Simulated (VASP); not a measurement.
## VASP 6.6.1 run: PbS

INCAR

```
GGA = PE
SIGMA = 0.02
LWAVE = .FALSE.
PREC = Accurate
LREAL = .FALSE.
ISMEAR = -1
LCHARG = .FALSE.
IBRION = -1
NBANDS = 17
NSW = 0
ISIF = 2
ENCUT = 520
LASPH = .TRUE.
ISYM = 3
NELM = 120
EDIFF = 1E-7
AMIX = 0.05
```

KPOINTS

```
KPOINTS created by Atomic Simulation Environment
0
Gamma
8 8 8
0 0 0
```

POSCAR

```
Pb S
 1.0000000000000000
     0.0000000000000000    2.9872326761987287    2.9872326761987287
     2.9872326761987287   -0.0000000000000000    2.9872326761987287
     2.9872326761987287    2.9872326761987287   -0.0000000000000000
 Pb  S
   1   1
Cartesian
  0.0000000000000000  0.0000000000000000  0.0000000000000000
  2.9872326761987287  2.9872326761987287  2.9872326761987287
```

The recommended PBE PAW datasets give the neutral cell 20 valence electrons.

Command

```
mpirun -np 1 vasp_std
```

OSZICAR

```
N       E                     dE             d eps       ncg     rms          rms(c)
DAV:   1     0.159682333559E+03    0.15968E+03   -0.96430E+03   986   0.124E+03
DAV:   2     0.336999043926E+01   -0.15631E+03   -0.15109E+03  1052   0.317E+02
DAV:   3    -0.895645219572E+01   -0.12326E+02   -0.12045E+02  1342   0.935E+01
DAV:   4    -0.925730980332E+01   -0.30086E+00   -0.30067E+00  1241   0.160E+01
DAV:   5    -0.926913674406E+01   -0.11827E-01   -0.11826E-01  1531   0.306E+00
```

Standard output (part)

```
POSCAR found type information on POSCAR PbS
 POSCAR found :  2 types and       2 ions
 LDA part: xc-table for (Slater+PW92), standard interpolation
 POSCAR, INCAR and KPOINTS ok, starting setup
 WAVECAR not read
 entering main loop
|                     _     ____    _    _    _____     _                     |
|                    | |   | |_) | | |  | | | |  __    | |                    |
|                    |_|   |  _ <  | |  | | | | |_ |   |_|                    |
|                     _    | |_) | | |__| | | |__| |    _                     |
|     internal error in CHECK_FULL_KPOINTS: KPOINTS_FULL not properly         |
|     initialised                                                             |
|     If you are not a developer, you should not encounter this problem.      |
|     Please submit a bug report.                                             |
```

VASP stopped with an error.

The run took about 9.4 s on one core of a shared host (Intel Xeon Platinum 8488C) and held 0.15 GiB at most.
